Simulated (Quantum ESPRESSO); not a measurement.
# GaSb (F-43m) in Quantum ESPRESSO: reference runs

Aim: a first look at GaSb with PBEsol, on the cell as given, and energy against volume gives the equilibrium volume and stiffness.

All numbers are computed with Quantum ESPRESSO 7.5; they aren't measurements. Logs are shortened: lines on timing, memory, paths and dates and some standing lists are left out, and cuts for length are marked.

**What was measured.**

From a printed reference work, data compilation, for a bulk crystal of GaSb at 4.2 K: band gap 0.811 eV (direct).

The results are compared with them further down.

### Step 1. The crystal as given

Symmetry: F-43m, No. 216, cubic system. The conventional cell has a = 6.118 Å, b = 6.118 Å, c = 6.118 Å, α = 90.00°, β = 90.00°, γ = 90.00°. Sb (site symmetry -43m) is surrounded by 4 Ga at 2.65 Å. Ga (site symmetry -43m) has 4 Sb at 2.65 Å as nearest neighbours.

### Step 2. Single point, PBEsol

pw.in

```
&CONTROL
  calculation = 'scf'
  prefix = 'pwscf'
  outdir = './tmp'
  pseudo_dir = './pseudo'
  tprnfor = .true.
  tstress = .true.
  disk_io = 'low'
/
&SYSTEM
  ibrav = 0
  nat = 2
  ntyp = 2
  ecutwfc = 56
  ecutrho = 448
  nbnd = 25
  occupations = 'smearing'
  smearing = 'fd'
  degauss = 0.00367493
/
&ELECTRONS
  conv_thr = 4d-10
  electron_maxstep = 120
  mixing_beta = 0.5
/
ATOMIC_SPECIES
Sb   121.7600 sb_pbesol_v1.4.uspp.F.UPF
Ga    69.7230 ga_pbesol_v1.4.uspp.F.UPF
CELL_PARAMETERS angstrom
   0.0000000000    3.0590000000    3.0590000000
   3.0590000000    0.0000000000    3.0590000000
   3.0590000000    3.0590000000    0.0000000000
ATOMIC_POSITIONS crystal
Sb     0.7500000000    0.7500000000    0.7500000000
Ga     0.0000000000    0.0000000000    0.0000000000
K_POINTS automatic
8 8 8 0 0 0
```

pp_density.in

```
&INPUTPP
  prefix = 'pwscf'
  outdir = './tmp'
  filplot = 'density.dat'
  plot_num = 0
/
&PLOT
  nfile = 1
  filepp(1) = 'density.dat'
  iflag = 3
  output_format = 6
  fileout = 'density.cube'
/
```

pp_potential.in

```
&INPUTPP
  prefix = 'pwscf'
  outdir = './tmp'
  filplot = 'potential.dat'
  plot_num = 11
/
&PLOT
  nfile = 1
  filepp(1) = 'potential.dat'
  iflag = 3
  output_format = 6
  fileout = 'potential.cube'
/
```

Potentials or basis: GBRV 1.5 PBEsol.

Run with:

```console
$ OMP_NUM_THREADS=1 mpirun -n 2 pw.x -nk 2 -in pw.in > pw.out
$ OMP_NUM_THREADS=1 mpirun -n 1 pp.x -in pp_density.in > pp_density.out
$ OMP_NUM_THREADS=1 mpirun -n 1 pp.x -in pp_potential.in > pp_potential.out
```

pw.out:

```text
This program is part of the open-source Quantum ESPRESSO suite
     for quantum simulation of materials; please cite
[... 13 lines left out ...]
     --------------------
     sticks:   dense  smooth     PW     G-vecs:    dense   smooth      PW
     Sum        2065    1039    313                62079    22075    3527

     Using Slab Decomposition

     bravais-lattice index     =            0
     lattice parameter (alat)  =       8.1751  a.u.
     unit-cell volume          =     386.3359 (a.u.)^3
     number of atoms/cell      =            2
     number of atomic types    =            2
     number of electrons       =        34.00
     number of Kohn-Sham states=           25
     kinetic-energy cutoff     =      56.0000  Ry
     charge density cutoff     =     448.0000  Ry
     scf convergence threshold =      4.0E-10
     mixing beta               =       0.5000
     number of iterations used =            8  plain     mixing
     Exchange-correlation= SLA  PW   PSX  PSC
                           (   1   4  10   8   0   0   0)

     celldm(1)=   8.175105  celldm(2)=   0.000000  celldm(3)=   0.000000
     celldm(4)=   0.000000  celldm(5)=   0.000000  celldm(6)=   0.000000

     crystal axes: (cart. coord. in units of alat)
               a(1) = (   0.000000   0.707107   0.707107 )
               a(2) = (   0.707107   0.000000   0.707107 )
               a(3) = (   0.707107   0.707107   0.000000 )

     reciprocal axes: (cart. coord. in units 2 pi/alat)
               b(1) = ( -0.707107  0.707107  0.707107 )
               b(2) = (  0.707107 -0.707107  0.707107 )
               b(3) = (  0.707107  0.707107 -0.707107 )

     PseudoPot. # 1 for Sb read from file:
     sb_pbesol_v1.4.uspp.F.UPF
     Pseudo is Ultrasoft + core correction, Zval = 15.0
     Generated by new atomic code, or converted to UPF format
     Using radial grid of  891 points,  6 beta functions with:
                l(1) =   0
                l(2) =   0
                l(3) =   1
                l(4) =   1
                l(5) =   2
                l(6) =   2
     Q(r) pseudized with  8 coefficients,  rinner =    1.350   1.350   1.350
                                                       1.350   1.350

     PseudoPot. # 2 for Ga read from file:
     ga_pbesol_v1.4.uspp.F.UPF
     Pseudo is Ultrasoft + core correction, Zval = 19.0
     Generated by new atomic code, or converted to UPF format
     Using radial grid of  871 points,  6 beta functions with:
                l(1) =   0
                l(2) =   0
                l(3) =   1
                l(4) =   1
                l(5) =   2
                l(6) =   2
     Q(r) pseudized with  8 coefficients,  rinner =    1.250   1.250   1.250
                                                       1.250   1.250

     atomic species   valence    mass     pseudopotential
     Sb               15.00   121.76000     Sb( 1.00)
     Ga               19.00    69.72300     Ga( 1.00)

     24 Sym. Ops. (no inversion) found

   Cartesian axes

     site n.     atom                  positions (alat units)
         1        Sb     tau(   1) = (   1.0606602   1.0606602   1.0606602  )
         2        Ga     tau(   2) = (   0.0000000   0.0000000   0.0000000  )

     number of k points=    29  Fermi-Dirac smearing, width (Ry)=  0.0037
                       cart. coord. in units 2pi/alat
        k(    1) = (   0.0000000   0.0000000   0.0000000), wk =   0.0039062
        k(    2) = (   0.0883883   0.0883883  -0.0883883), wk =   0.0312500
        k(    3) = (   0.1767767   0.1767767  -0.1767767), wk =   0.0312500
        k(    4) = (   0.2651650   0.2651650  -0.2651650), wk =   0.0312500
        k(    5) = (  -0.3535534  -0.3535534   0.3535534), wk =   0.0156250
        k(    6) = (   0.1767767   0.0000000   0.0000000), wk =   0.0234375
[... 21 lines left out ...]
        k(   28) = (  -0.7071068   0.1767767  -0.0000000), wk =   0.0468750
        k(   29) = (  -0.7071068   0.3535534   0.0000000), wk =   0.0234375

     Dense  grid:    62079 G-vectors     FFT dimensions: (  60,  60,  60)

     Smooth grid:    22075 G-vectors     FFT dimensions: (  40,  40,  40)

     Initial potential from superposition of free atoms

     starting charge      32.0000, renormalised to      34.0000
     Starting wfcs are   21 randomized atomic wfcs +    4 random wfcs

     Self-consistent Calculation

     iteration #  1     ecut=    56.00 Ry     beta= 0.50
     Davidson diagonalization with overlap
     ethr =  1.00E-02,  avg # of iterations =  6.0

     total energy              =    -578.87711888 Ry
     estimated scf accuracy    <      34.49124026 Ry

     iteration #  2     ecut=    56.00 Ry     beta= 0.50
     Davidson diagonalization with overlap
     ethr =  1.00E-02,  avg # of iterations =  3.0
[... 64 lines left out ...]
     total energy              =    -599.61332929 Ry
     estimated scf accuracy    <       0.00000001 Ry

     iteration # 12     ecut=    56.00 Ry     beta= 0.50
     Davidson diagonalization with overlap
     ethr =  4.29E-11,  avg # of iterations =  2.3

     End of self-consistent calculation

          k = 0.0000 0.0000 0.0000 (  2733 PWs)   bands (ev):

   -86.2725 -86.2725 -86.2725 -20.6087 -20.6087 -20.6087 -20.5892 -20.5892
    -6.8384  -6.8384  -6.8384  -6.7878  -6.7878  -3.3935   8.0949   8.1126
     8.1126   8.1126  10.8926  10.8926  10.8926  13.7740  16.8721  16.8721
    17.5792

          k = 0.0884 0.0884-0.0884 (  2725 PWs)   bands (ev):

   -86.2725 -86.2725 -86.2725 -20.6086 -20.6083 -20.6083 -20.5891 -20.5891
    -6.8429  -6.8365  -6.8365  -6.7881  -6.7881  -3.2330   6.0844   7.8597
     7.8597   9.1125  11.2396  11.2396  11.5103  14.6343  15.9787  15.9787
    17.0106
[... 120 lines left out ...]
          k = 0.0000-0.5303 0.5303 (  2726 PWs)   bands (ev):

   -86.2725 -86.2725 -86.2725 -20.6097 -20.6043 -20.6036 -20.5899 -20.5870
    -6.8800  -6.8180  -6.8156  -6.7955  -6.7872  -1.0074   1.4804   4.4802
     5.9190   9.4620  11.9501  14.7005  14.9450  15.6180  17.0383  20.2813
    20.9831

          k =-0.7071 0.0000 0.0000 (  2762 PWs)   bands (ev):

   -86.2725 -86.2725 -86.2725 -20.6119 -20.6028 -20.6028 -20.5909 -20.5861
    -6.8858  -6.8119  -6.8119  -6.8009  -6.7849  -0.9430   1.2995   5.5351
     5.5351   8.9683   9.2860  16.8289  16.8289  18.1141  18.9091  19.6761
    19.6761

          k = 0.3536 0.1768 0.0000 (  2742 PWs)   bands (ev):

   -86.2725 -86.2725 -86.2725 -20.6093 -20.6061 -20.6058 -20.5896 -20.5879
    -6.8638  -6.8270  -6.8254  -6.7921  -6.7870  -2.3784   3.5033   5.7664
     6.8029  10.3041  10.9766  12.5519  13.3684  15.4692  17.1183  17.4741
    19.1408
[... 29 lines left out ...]
          k = 0.0000-0.3536 0.5303 (  2733 PWs)   bands (ev):

   -86.2725 -86.2725 -86.2725 -20.6080 -20.6064 -20.6037 -20.5893 -20.5877
    -6.8759  -6.8215  -6.8179  -6.7925  -6.7887  -1.2495   1.7892   4.5171
     5.8691  10.6865  12.4355  12.7130  14.3997  15.6976  16.9197  19.9535
    20.0427

          k =-0.7071 0.1768-0.0000 (  2730 PWs)   bands (ev):

   -86.2725 -86.2725 -86.2725 -20.6106 -20.6040 -20.6028 -20.5904 -20.5866
    -6.8828  -6.8155  -6.8135  -6.7977  -6.7863  -0.9210   1.3644   5.0967
     5.2210   9.9988  10.2497  15.0610  15.1190  17.9959  18.3678  19.4991
    19.7250

          k =-0.7071 0.3536 0.0000 (  2740 PWs)   bands (ev):

   -86.2725 -86.2725 -86.2725 -20.6082 -20.6065 -20.6028 -20.5897 -20.5873
    -6.8794  -6.8196  -6.8147  -6.7939  -6.7886  -0.8986   1.4356   4.7450
     4.9666  11.7802  12.3685  12.5035  12.8346  18.0333  18.3352  19.5359
    19.7810

     the Fermi energy is     8.1657 ev

!    total energy              =    -599.61332929 Ry
     estimated scf accuracy    <          1.7E-10 Ry
     smearing contrib. (-TS)   =      -0.00003776 Ry
     internal energy E=F+TS    =    -599.61329154 Ry

     The total energy is F=E-TS. E is the sum of the following terms:
     one-electron contribution =    -498.13746701 Ry
     hartree contribution      =     262.01743926 Ry
     xc contribution           =     -91.56704472 Ry
     ewald contribution        =    -271.92621907 Ry

     convergence has been achieved in  12 iterations

     Forces acting on atoms (cartesian axes, Ry/au):

     atom    1 type  1   force =     0.00000000    0.00000000    0.00000000
     atom    2 type  2   force =     0.00000000    0.00000000   -0.00000000

     Total force =     0.000000     Total SCF correction =     0.000000

     Computing stress (Cartesian axis) and pressure

          total   stress  (Ry/bohr**3)                   (kbar)     P=       -1.38
  -0.00000938  -0.00000000  -0.00000000           -1.38       -0.00       -0.00
  -0.00000000  -0.00000938  -0.00000000           -0.00       -1.38       -0.00
  -0.00000000  -0.00000000  -0.00000938           -0.00       -0.00       -1.38

=------------------------------------------------------------------------------=
   JOB DONE.
=------------------------------------------------------------------------------=
```

pp_density.out:

```text
This program is part of the open-source Quantum ESPRESSO suite
     for quantum simulation of materials; please cite
         "P. Giannozzi et al., J. Phys.:Condens. Matter 21 395502 (2009);
         "P. Giannozzi et al., J. Phys.:Condens. Matter 29 465901 (2017);
         "P. Giannozzi et al., J. Chem. Phys. 152 154105 (2020);
     in publications or presentations arising from this work. More details at

     IMPORTANT: XC functional enforced from input :
     Exchange-correlation= PBESOL
                           (   1   4  10   8   0   0   0)
     Any further DFT definition will be discarded
     Please, verify this is what you really want

     G-vector sticks info
     --------------------
     sticks:   dense  smooth     PW     G-vecs:    dense   smooth      PW
     Sum        2065    1039    313                62079    22075    3527

     Using Slab Decomposition

     Calling punch_plot, plot_num =   0
     Writing data to file  density.dat
     Reading data from file  density.dat

     Writing data to be plotted to file density.cube
     Plot Type: 3D                     Output format: Gaussian cube

=------------------------------------------------------------------------------=
   JOB DONE.
=------------------------------------------------------------------------------=
```

Wall time 32 s (2 MPI ranks of Arm Neoverse V2, shared host); peak memory 0.36 GiB.

What came out:

* Free energy: -8158.1550 eV
* Pressure: -0.1 GPa
* Band gap on the k mesh: none (metal or under the smearing width)

Caveat: this crystal is a semiconductor, whose small gap the functional closes, so the metal is an error of the method. The run has no spin-orbit coupling, so splittings on Sb are missing.

### Step 3. Single point, PBEsol, 26.91 Å³/atom

Edit pw.in of step 2 so:

```diff
@@ -5,5 +5,4 @@
   pseudo_dir = './pseudo'
-  tprnfor = .true.
   tstress = .true.
-  disk_io = 'low'
+  disk_io = 'nowf'
 /
@@ -29,5 +28,5 @@
 CELL_PARAMETERS angstrom
-   0.0000000000    3.0590000000    3.0590000000
-   3.0590000000    0.0000000000    3.0590000000
-   3.0590000000    3.0590000000    0.0000000000
+   0.0000000000    2.9965539066    2.9965539066
+   2.9965539066    0.0000000000    2.9965539066
+   2.9965539066    2.9965539066    0.0000000000
 ATOMIC_POSITIONS crystal
```

Potentials or basis: GBRV 1.5 PBEsol.

Run with:

```console
$ OMP_NUM_THREADS=1 mpirun -n 2 pw.x -nk 2 -in pw.in > pw.out
```

It took 27 s on 2 MPI ranks of Arm Neoverse V2, shared host; peak memory 0.34 GiB.

Results (log left out):

```yaml
Free_energy: -8158.1210 eV
Pressure: 3.5 GPa
Band_gap_on_the_k_mesh: 0.43 eV, direct
```

Caveat: spin-orbit coupling is left out, which moves the levels of the heavy elements.

### Step 4. Single point, PBEsol, 27.48 Å³/atom

Edit pw.in of step 3 so:

```diff
@@ -28,5 +28,5 @@
 CELL_PARAMETERS angstrom
-   0.0000000000    2.9965539066    2.9965539066
-   2.9965539066    0.0000000000    2.9965539066
-   2.9965539066    2.9965539066    0.0000000000
+   0.0000000000    3.0176570942    3.0176570942
+   3.0176570942    0.0000000000    3.0176570942
+   3.0176570942    3.0176570942    0.0000000000
 ATOMIC_POSITIONS crystal
```

Run with:

```console
$ OMP_NUM_THREADS=1 mpirun -n 2 pw.x -nk 2 -in pw.in > pw.out
```

It took 27 s on 2 MPI ranks of Arm Neoverse V2, shared host; peak memory 0.36 GiB.

The run converged. Its results:

- Free energy: -8158.1411 eV
- Pressure: 2.1 GPa
- Band gap on the k mesh: 0.28 eV, direct

Caveat: spin-orbit coupling is left out, which moves the levels of the heavy elements.

### Step 5. Single point, PBEsol, 28.05 Å³/atom

Edit pw.in of step 4 so:

```diff
@@ -28,5 +28,5 @@
 CELL_PARAMETERS angstrom
-   0.0000000000    3.0176570942    3.0176570942
-   3.0176570942    0.0000000000    3.0176570942
-   3.0176570942    3.0176570942    0.0000000000
+   0.0000000000    3.0384691801    3.0384691801
+   3.0384691801    0.0000000000    3.0384691801
+   3.0384691801    3.0384691801    0.0000000000
 ATOMIC_POSITIONS crystal
```

Run with:

```console
$ OMP_NUM_THREADS=1 mpirun -n 2 pw.x -nk 2 -in pw.in > pw.out
```

Wall time 30 s (2 MPI ranks of Arm Neoverse V2, shared host); peak memory 0.36 GiB.

The run converged. Its results:

```yaml
Free_energy: -8158.1520 eV
Pressure: 0.9 GPa
Band_gap_on_the_k_mesh: 0.13 eV, direct
```

Caveat: spin-orbit coupling is left out, which moves the levels of the heavy elements.

### Step 6. Single point, PBEsol, 28.62 Å³/atom

Edit pw.in of step 5 so:

```diff
@@ -28,5 +28,5 @@
 CELL_PARAMETERS angstrom
-   0.0000000000    3.0384691801    3.0384691801
-   3.0384691801    0.0000000000    3.0384691801
-   3.0384691801    3.0384691801    0.0000000000
+   0.0000000000    3.0590000000    3.0590000000
+   3.0590000000    0.0000000000    3.0590000000
+   3.0590000000    3.0590000000    0.0000000000
 ATOMIC_POSITIONS crystal
```

Potentials or basis: GBRV 1.5 PBEsol.

Run with:

```console
$ OMP_NUM_THREADS=1 mpirun -n 2 pw.x -nk 2 -in pw.in > pw.out
```

Wall time 28 s (2 MPI ranks of Arm Neoverse V2, shared host); peak memory 0.36 GiB.

The run converged. Its results:

```
Free energy            : -8158.1550 eV
Pressure               : -0.1 GPa
Band gap on the k mesh : none (metal or under the smearing width)
```

### Step 7. Single point, PBEsol, 29.20 Å³/atom

Edit pw.in of step 6 so:

```diff
@@ -28,5 +28,5 @@
 CELL_PARAMETERS angstrom
-   0.0000000000    3.0590000000    3.0590000000
-   3.0590000000    0.0000000000    3.0590000000
-   3.0590000000    3.0590000000    0.0000000000
+   0.0000000000    3.0792588685    3.0792588685
+   3.0792588685    0.0000000000    3.0792588685
+   3.0792588685    3.0792588685    0.0000000000
 ATOMIC_POSITIONS crystal
```

Run with:

```console
$ OMP_NUM_THREADS=1 mpirun -n 2 pw.x -nk 2 -in pw.in > pw.out
```

It took 32 s on 2 MPI ranks of Arm Neoverse V2, shared host; peak memory 0.36 GiB.

Results (log left out):

```yaml
Free_energy: -8158.1507 eV
Pressure: -1.1 GPa
Band_gap_on_the_k_mesh: none (metal or under the smearing width)
```

### Step 8. Single point, PBEsol, 29.77 Å³/atom

Edit pw.in of step 7 so:

```diff
@@ -28,5 +28,5 @@
 CELL_PARAMETERS angstrom
-   0.0000000000    3.0792588685    3.0792588685
-   3.0792588685    0.0000000000    3.0792588685
-   3.0792588685    3.0792588685    0.0000000000
+   0.0000000000    3.0992546163    3.0992546163
+   3.0992546163    0.0000000000    3.0992546163
+   3.0992546163    3.0992546163    0.0000000000
 ATOMIC_POSITIONS crystal
```

Run with:

```console
$ OMP_NUM_THREADS=1 mpirun -n 2 pw.x -nk 2 -in pw.in > pw.out
```

Run time: 33 s. Hardware: 2 MPI ranks of Arm Neoverse V2, shared host; peak memory 0.36 GiB.

Results (log left out):

```
Free energy            : -8158.1399 eV
Pressure               : -1.9 GPa
Band gap on the k mesh : none (metal or under the smearing width)
```

### Step 9. Single point, PBEsol, 30.34 Å³/atom

Edit pw.in of step 8 so:

```diff
@@ -28,5 +28,5 @@
 CELL_PARAMETERS angstrom
-   0.0000000000    3.0992546163    3.0992546163
-   3.0992546163    0.0000000000    3.0992546163
-   3.0992546163    3.0992546163    0.0000000000
+   0.0000000000    3.1189956238    3.1189956238
+   3.1189956238    0.0000000000    3.1189956238
+   3.1189956238    3.1189956238    0.0000000000
 ATOMIC_POSITIONS crystal
```

Potentials or basis: GBRV 1.5 PBEsol.

Run with:

```console
$ OMP_NUM_THREADS=1 mpirun -n 2 pw.x -nk 2 -in pw.in > pw.out
```

Wall time 33 s (2 MPI ranks of Arm Neoverse V2, shared host); peak memory 0.38 GiB.

Results (log left out):

```yaml
Free_energy: -8158.1233 eV
Pressure: -2.7 GPa
Band_gap_on_the_k_mesh: none (metal or under the smearing width)
```

### Step 10. Equation of state, PBEsol

This step only gathers the single runs of the series.

What came out:

```yaml
Equilibrium_volume: 28.56 Å³/atom
Bulk_modulus: 51 GPa
Pressure_derivative_of_the_bulk_modulus: 4.6
```

Energy against volume, from the lowest point:
| volume (Å³/atom) | energy (meV/atom) |
| --- | --- |
| 26.907 | 16.96 |
| 27.480 | 6.92 |
| 28.052 | 1.45 |
| 28.625 | 0.00 |
| 29.197 | 2.13 |
| 29.770 | 7.51 |
| 30.342 | 15.80 |

Spin-orbit coupling is left out, which matters for the levels of Sb.

### Step 11. How close it comes

Step 2. Measured gap of GaSb: 0.811 eV (direct; 4.2 K; a printed reference work, data compilation). This calculation gives 0.00 eV (-0.81 eV). Spin-orbit coupling on Ga, Sb is left out. The value is that of PBEsol on a finite k mesh, which can miss the band edges, without temperature or zero-point motion. Semilocal functionals fall short of measured gaps as a rule.
